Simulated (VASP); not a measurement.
## ScAl3N4: phonons with PBEsol

Crystal: ScAl3N4.

```
Sc Al N
1.0
     1.60239    2.77543    0.00000
    -0.01216    0.00702    5.02905
     4.86315   -2.80774   -0.01511
Sc Al N
1 3 4
Direct
  0.50000 0.98794 0.83447
  0.00000 0.99640 0.33351
  0.50000 0.49832 0.17307
  0.00000 0.49968 0.65961
  0.50000 0.41154 0.83522
  0.00000 0.37737 0.33221
  0.50000 0.87577 0.18818
  0.00000 0.87298 0.64374
```

The cell was built by a generator and needn't be a form met in nature.

* Program: VASP 6.6.1
* Task: phonons
* Functional: PBEsol
* Potentials or basis: VASP PAW PBE potentials, release 64 (Sc_sv, Al, N)
* Cutoff: 600 eV
* k mesh: 6 × 4 × 4
* Occupations: gaussian, width 0.03 eV
* Spin: no spin polarisation
* By perturbation theory: no
* Further INCAR settings: ALGO = Normal; EDIFF = 1e-08; IBRION = 6; POTIM = 0.015; NSW = 1

```
Highest phonon frequency at Γ, LO-TO splitting left out : 762 cm⁻¹
```

Phonon frequencies in cm⁻¹ (negative: imaginary):
```csv
q point,frequencies
"(0.000, 0.000, 0.000)",0 0 0 177 215 226 261 316 357 448 461 490 535 575 578 593 595 616 618 640 641 667 688 762
```

Run time: 12 min on 4 MPI ranks on Intel(R) Xeon(R) 6975P-C (Granite Rapids), with other jobs on the host, peak memory 0.45 GiB a rank.
